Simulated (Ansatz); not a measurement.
# BaTiO3 (P1) in Ansatz: a series of runs

One crystal, BaTiO3, is run at these levels: PBE; tasks: single point.

Everything below comes from runs of Ansatz 0.2.0. Logs are shortened: lines on timing, memory, paths and dates and some standing lists are left out, and cuts for length are marked.

### 1 The undisturbed crystal

The typed cell holds 5 atoms: a = 4.004 Å, b = 4.004 Å, c = 4.004 Å, α = 89.85°, β = 89.85°, γ = 89.85°.

### 2 Single point, PBE (all atoms moved at random, sigma 0.05 Å a component)

Contents of input.yaml:

```yaml
crystal:
  lattice:
    - [2.82766816, 1.63255497, 2.31773161]
    - [-2.82766816, 1.63255497, 2.31773161]
    - [0.0, -3.26510994, 2.31773161]
  atoms:
    - { symbol: Ba, position: [0.03347316, 0.98846853, 0.00183776] }
    - { symbol: Ti, position: [0.50610326, 0.52748478, 0.53723216] }
    - { symbol: O, position: [0.48624715, 0.49714708, 0.97115146] }
    - { symbol: O, position: [0.47408987, 0.98641501, 0.47201237] }
    - { symbol: O, position: [0.97878656, 0.47918459, 0.49646624] }
kpoints:
  mp_grid: { grid: [7, 7, 7] }
scf:
  occupations: { method: fermi_dirac, width: 0.05 }
hamiltonian:
  xc: pbe
  pseudopotentials: { kind: all_electron, lapw: { basis_error: 0.001 } }
output:
  forces: true
  stress: true
  eigenvalues: true
  populations: true
```

Potentials or basis: all-electron LAPW, scalar-relativistic.

Run with:

```bash
$ ansatz run input.yaml --threads 4 --pin off --max-ram 12288MiB --backend cpu --events-out ev --progress --plain --runs-dir out
```

Output:

```text
Warning: RAYON_NUM_THREADS=4 ignored (pool sized by the plan → 4); use --threads N
Ba: projections on atomic orbitals take those of the free atom 1s2 2s2 2p6 3s2 3p6 3d10 4s2 4p6 4d10 5s2 5p6 6s2, of charge +0.00 (hamiltonian.pseudopotentials.projection_atoms)
Ti: projections on atomic orbitals take those of the free atom 1s2 2s2 2p6 3s2 3p6 3d2 4s2, of charge +0.00 (hamiltonian.pseudopotentials.projection_atoms)
O: projections on atomic orbitals take those of the free atom 1s2 2s2 2p4, of charge +0.00 (hamiltonian.pseudopotentials.projection_atoms)
LAPW: plane waves up to 11.573 Å⁻¹, error target 1.0e-3 eV per atom; small_component_spin mean_spin; O in spheres of 0.811 Å, 8 of its electrons in bands, Dirac shells []; Ti in spheres of 0.932 Å, 20 of its electrons in bands, Dirac shells []; Ba in spheres of 1.038 Å, 28 of its electrons in bands, Dirac shells [] (how accurate: hamiltonian.pseudopotentials.lapw.basis_error, Limitations)
Engine: ansatz 0.2.0, x86_64-unknown-linux-gnu
Pseudopotentials: kind: all_electron
Pseudopotential: Ba, LAPW, valence charge 28, lapw/all_electron/scalar/gaussian/Ba, Koelling and Harmon's equation, gaussian nucleus
Pseudopotential: Ti, LAPW, valence charge 20, lapw/all_electron/scalar/gaussian/Ti, Koelling and Harmon's equation, gaussian nucleus
Pseudopotential: O, LAPW, valence charge 8, lapw/all_electron/scalar/gaussian/O, Koelling and Harmon's equation, gaussian nucleus
Functional definition: PBE
  parameter kappa = 0.804
  parameter beta = 0.06672455060314922
  exchange = pbe_x(kappa = kappa, mu = beta*pi^2/3)
  correlation = pbe_c(beta = beta)
Crystal: 5 atoms, lattice volume = 64.196 Å³
Basis set: ecut = 510.28080411346565 eV, 1743 PW (Γ), exchange–correlation at level 2
Bands: 44, of which v1, the nominal top of the filled ones, is band 36 counted from 1 (35 counted from 0)
Symmetry: 1 space group operations
Space group: P1 (ITA 1), of the structure as read, at distance tolerance 4.0e-5 Å
k-points: 172 of 343 (time reversal used)
Non-local potential: Ba, projectors of the file, none
Non-local potential: Ti, projectors of the file, none
Non-local potential: O, projectors of the file, none
Initial density: superposition of atomic densities (chi_scale 0.1, normalization cell, long waves kept (reshape's long-wave potential 0.00 eV rms))
Initial wavefunctions: plane waves of lowest kinetic energy (no species holds an atomic orbital)
Functional: x = pbe(κ = 0.804, μ = 0.2195149727645171), c = pbe(β = 0.06672455060314922)
iter 1 solved again at ethr=2.28e-2 eV; its pass at ethr=1.00e-1 eV (dr2=1.64e1 eV) is discarded
SCF iter   1: F=—  HF=-250764.628331 eV  |F-HF|=—  |Δ(HF+E_count)|=         —  Δρ=1.48e-1  dr2=1.64e1  ethr=2.28e-2  ⟨swp⟩=2.0  Hψ=51761  notcnv=0
preconditioner: auto → Resta (q_TF=auto, 2.781 Å⁻¹)  ε∞=3.3  [insulator: Δε(μ)=6.473 eV  Ē_g=18.934 eV  σ=0.050 eV  W_gap=1.00  n_scr=26 (ndim 8)  ℏωp=28.6 eV  f_vac=0.000  D(μ)=0.00/eV (n_scr^D=0)  ε∞_Penn≈3.3]
SCF iter   2: F=—  HF=-250760.378512 eV  |F-HF|=—  |Δ(HF+E_count)|=    4.25e0  Δρ=8.48e-2  dr2=5.85e0  ethr=2.28e-2  ⟨swp⟩=3.0  Hψ=25045  notcnv=0
SCF iter   3: F=—  HF=-250758.861566 eV  |F-HF|=—  |Δ(HF+E_count)|=    1.52e0  Δρ=4.27e-2  dr2=1.45e0  ethr=8.13e-3  ⟨swp⟩=3.0  Hψ=23416  notcnv=0
iter 4 solved again at ethr=1.87e-4 eV; its pass at ethr=2.02e-3 eV (dr2=1.35e-1 eV) is discarded
SCF iter   4: F=—  HF=-250758.590670 eV  |F-HF|=—  |Δ(HF+E_count)|=         —  Δρ=1.33e-2  dr2=1.34e-1  ethr=1.87e-4  ⟨swp⟩=2.0  Hψ=40475  notcnv=0
the basis was enlarged: its passes take 280.3 KiB over the memory plan, 4 of 4 planned eigensolver slots
SCF iter   5: F=—  HF=-250758.616651 eV  |F-HF|=—  |Δ(HF+E_count)|=   2.60e-2  Δρ=9.93e-3  dr2=8.98e-2  ethr=1.86e-4  ⟨swp⟩=3.0  Hψ=25481  notcnv=0
SCF iter   6: F=—  HF=-250758.597897 eV  |F-HF|=—  |Δ(HF+E_count)|=   1.88e-2  Δρ=4.75e-3  dr2=1.95e-2  ethr=1.25e-4  ⟨swp⟩=2.0  Hψ=24318  notcnv=0
SCF iter   7: F=—  HF=-250758.592492 eV  |F-HF|=—  |Δ(HF+E_count)|=   5.40e-3  Δρ=7.25e-4  dr2=4.37e-4  ethr=2.70e-5  ⟨swp⟩=2.3  Hψ=23777  notcnv=0
SCF iter   8: F=—  HF=-250758.592633 eV  |F-HF|=—  |Δ(HF+E_count)|=   1.40e-4  Δρ=1.69e-4  dr2=2.01e-5  ethr=6.06e-7  ⟨swp⟩=3.0  Hψ=24234  notcnv=0
SCF iter   9: F=—  HF=-250758.592650 eV  |F-HF|=—  |Δ(HF+E_count)|=   1.69e-5  Δρ=5.42e-5  dr2=1.92e-6  ethr=2.79e-8  ⟨swp⟩=3.0  Hψ=24929  notcnv=0
SCF iter  10: F=—  HF=-250758.592650 eV  |F-HF|=—  |Δ(HF+E_count)|=   7.52e-7  Δρ=4.71e-5  dr2=1.69e-6  ethr=2.67e-9  ⟨swp⟩=3.0  Hψ=24959  notcnv=0
SCF iter  11: F=—  HF=-250758.592650 eV  |F-HF|=—  |Δ(HF+E_count)|=   4.45e-7  Δρ=1.40e-5  dr2=1.56e-7  ethr=2.35e-9  ⟨swp⟩=3.0  Hψ=24239  notcnv=0
SCF iter  12: F=-250758.592650 eV  HF=-250758.592650 eV  |F-HF|=3.23e-9  |Δ(HF+E_count)|=   9.49e-9  Δρ=4.67e-6  dr2=1.45e-8  ethr=2.16e-10  ⟨swp⟩=2.6  Hψ=23197  notcnv=0
SCF 1 converged in 12 iterations: F = -250758.592650 eV  dr2 = 1.45e-8
SCF converged after 12 iterations
Free energy (F): -250758.592650 eV
Harris-Foulkes:  -250758.592650 eV  (|F-HF|=3.23e-9)
Internal energy: -250758.592650 eV  (E = F + TS)
E sigma→0 (E₀):  -250758.592650 eV
Fermi energy:    13.605427 eV
--- Per-component energies (eV) ---
  E_band       = -8679.420932
  E_kinetic    = 265487.810543
  E_xc         = -7244.908415
  E_electrostatic = -509001.494779  (all electrons and nuclei)
  E_smearing   = -0.000000  (= −TS)
  E_closure    = 0.000000  (closes the sum)
  E_atoms      = -250719.731630  (free atoms, spherical and without spin; not in F)
  Σ components = -250758.592650   (vs F -250758.592650, Δ=0.00e0)
  Basis errors (estimates in eV, not in F): energy 5.6e-4 per atom: plane waves 5.2e-4 (3.1e-4 summed), levels above the bands 8.3e-65, relativity 4.9e-8, radial functions 4.6e-5, core shells 1.0e-6; eigenvalues (radial functions only) 4.1e-6; not estimated: angular momenta, meshes, grids; target (lapw.basis_error) 1.0e-3; muffin-tin radii O 0.811 Å, Ti 0.932 Å, Ba 1.038 Å
--- Forces (eV/Å), atoms counted from 1 ---
  atom   1  Ba    -1.16732189    -0.38428297    -0.17898203
  atom   2  Ti     0.90142305     1.45479459    -1.35917104
  atom   3  O      0.10938669    -1.15215293     0.83121829
  atom   4  O      0.29485201    -0.20256887     0.51869849
  atom   5  O     -0.13833808     0.28421822     0.18819495
  max |Σ_I F_I| component: 4.13e-5 eV/Å
--- Stress (GPa, compression-positive) ---
        7.237928       0.172951      -0.346506
        0.172951      11.471507      -4.476531
       -0.346506      -4.476531       9.524398
  P = ⅓ Tr σ = 9.4113 GPa (94.113 kbar)
--- Band table (eV; the first three rows and the last of 172) ---
  k-point 0: bands = ["-518.3688", "-491.9067", "-491.6467", "-491.5114", "-425.6173", "-425.6065", "-425.5902", "-221.9844", "-159.1106", "-159.1080", "-159.1040", "-67.9013", "-67.8999", "-67.8958", "-67.8950", "-67.8936", "-43.7933", "-20.2361", "-20.0783", "-20.0397", "-12.4504", "-4.6517", "-4.0386", "-3.7960", "2.3393", "2.3690", "2.3978", "9.9060", "9.9678", "10.0570", "10.4320", "10.4546", "10.9661", "11.4638", "11.5710", "11.6214", "14.9398", "15.1982", "15.5360", "17.0220", "17.2923", "17.4859", "17.5707", "19.5175"]
  k-point 1: bands = ["-518.3688", "-491.9067", "-491.6467", "-491.5114", "-425.6173", "-425.6065", "-425.5902", "-221.9844", "-159.1106", "-159.1080", "-159.1040", "-67.9013", "-67.8999", "-67.8957", "-67.8950", "-67.8936", "-43.7931", "-20.2466", "-20.0779", "-20.0393", "-12.4273", "-4.6205", "-4.0729", "-3.7901", "2.3670", "2.4010", "2.4704", "9.5642", "9.8480", "9.9530", "10.2955", "10.3509", "10.8649", "11.3399", "11.4559", "11.5834", "14.9898", "15.3938", "15.6656", "17.0379", "17.6527", "17.8330", "17.8879", "20.0119"]
  k-point 2: bands = ["-518.3688", "-491.9067", "-491.6467", "-491.5114", "-425.6173", "-425.6065", "-425.5902", "-221.9844", "-159.1106", "-159.1080", "-159.1040", "-67.9013", "-67.8999", "-67.8957", "-67.8950", "-67.8936", "-43.7927", "-20.2700", "-20.0769", "-20.0384", "-12.3745", "-4.6451", "-4.0452", "-3.7738", "2.4286", "2.4528", "2.6552", "8.7728", "9.6288", "9.7793", "10.0391", "10.1638", "10.6375", "10.9142", "11.3215", "11.5171", "15.0837", "15.8806", "16.0776", "17.0503", "18.3204", "18.5384", "18.7543", "20.7356"]
  k-point 171: bands = ["-518.3688", "-491.9067", "-491.6467", "-491.5114", "-425.6173", "-425.6065", "-425.5902", "-221.9844", "-159.1106", "-159.1080", "-159.1040", "-67.9012", "-67.8999", "-67.8957", "-67.8950", "-67.8936", "-43.7920", "-20.2439", "-20.0950", "-20.0791", "-12.3046", "-4.7650", "-3.9706", "-3.5707", "2.3519", "2.4614", "2.6949", "8.4947", "9.1131", "9.5213", "9.6158", "9.7632", "10.3214", "10.8275", "11.3241", "11.3431", "15.7414", "16.0193", "16.3210", "17.8250", "18.7518", "19.6776", "20.1467", "21.0760"]
--- Löwdin populations: 5 sites ---
  site symbol       q [e]
     0     Ba     54.2042
     1     Ti     20.8282
     2      O      8.8111
     3      O      8.8928
     4      O      8.9088
  spilling = 0.003478 (of n_electrons = 102.000000)
```

It took 3.7 min on 4 threads of Intel Xeon at 2.70GHz, shared host; peak memory 1.8 GiB.

Results:

```yaml
Free_energy: -250758.5927 eV
Pressure: 9.4 GPa
Largest_force: 2.185 eV/Å
Band_gap_on_the_k_mesh: 2.77 eV, indirect (least direct gap 3.32 eV)
Loewdin_charges: Ba +1.80; Ti +1.17; O -0.81, -0.89, -0.91 e
```

Forces on the atoms (eV/Å):
```
Ba  -1.167 -0.384 -0.179
Ti   0.901  1.455 -1.359
O    0.109 -1.152  0.831
O    0.295 -0.203  0.519
O   -0.138  0.284  0.188
```

Levels at points of the mesh, in eV from the valence-band top:
```tsv
k point	band 34	band 35	band 36	band 37	band 38	band 39
(0.00, 0.00, 0.00)	-0.70	-0.60	-0.55	2.77	3.03	3.37
```

Caveat: the atomic charges don't sum to the cell's charge; spin-orbit coupling is left out, which moves the levels of the heavy elements; an odd mesh through Γ misses points on the zone boundary, where band edges often lie; forces of over 1 eV/Å show positions far from the minimum, so gaps and moduli don't describe the material at rest.

### 3 Single point, PBE (atoms moved at random, drawn with an rms of 0.05 Å)

Contents of input.yaml:

```yaml
crystal:
  lattice:
    - [2.82766816, 1.63255497, 2.31773161]
    - [-2.82766816, 1.63255497, 2.31773161]
    - [0.0, -3.26510994, 2.31773161]
  atoms:
    - { symbol: Ba, position: [0.03351, 0.992062, 0.005236] }
    - { symbol: Ti, position: [0.509843, 0.522245, 0.543031] }
    - { symbol: O, position: [0.485236, 0.493179, 0.974697] }
    - { symbol: O, position: [0.48999, 0.980128, 0.478254] }
    - { symbol: O, position: [0.973694, 0.476301, 0.489134] }
kpoints:
  mp_grid: { grid: [7, 7, 7] }
scf:
  occupations: { method: fermi_dirac, width: 0.05 }
hamiltonian:
  xc: pbe
  pseudopotentials: { kind: all_electron, lapw: { basis_error: 0.001 } }
output:
  forces: true
  stress: true
  eigenvalues: true
  populations: true
```

Potentials or basis: all-electron LAPW, scalar-relativistic.

Run with:

```bash
$ ansatz run input.yaml --threads 4 --pin off --max-ram 12288MiB --backend cpu --events-out ev --progress --plain --runs-dir out
```

It took 2.9 min on 4 threads of Intel Xeon at 2.70GHz, shared host; peak memory 1.8 GiB.

It converged, with:

```yaml
Free_energy: -250758.6062 eV
Pressure: 10.0 GPa
Largest_force: 2.455 eV/Å
Band_gap_on_the_k_mesh: 2.84 eV, indirect (least direct gap 3.39 eV)
Loewdin_charges: Ba +1.79; Ti +1.16; O -0.81, -0.89, -0.90 e
```

Forces on the atoms (eV/Å):
```
Ba  -0.917 -0.469 -0.206
Ti   0.759  1.757 -1.537
O    0.078 -1.292  0.847
O   -0.174 -0.237  0.331
O    0.253  0.242  0.566
```

Stress tensor (GPa, compression positive):
```
 7.89  0.03 -0.51
 0.03 12.29 -4.10
-0.51 -4.10  9.96
```

Levels at points of the mesh, in eV from the valence-band top:
| k point | band 33 | band 34 | band 35 | band 36 | band 37 | band 38 | band 39 | band 40 |
| --- | --- | --- | --- | --- | --- | --- | --- | --- |
| (0.00, 0.00, 0.00) | -1.19 | -0.75 | -0.68 | -0.55 | 2.84 | 3.26 | 3.42 | 4.91 |

Caveat: the atomic charges don't sum to the cell's charge; spin-orbit coupling is left out, which moves the levels of the heavy elements; an odd mesh through Γ misses points on the zone boundary, where band edges often lie.
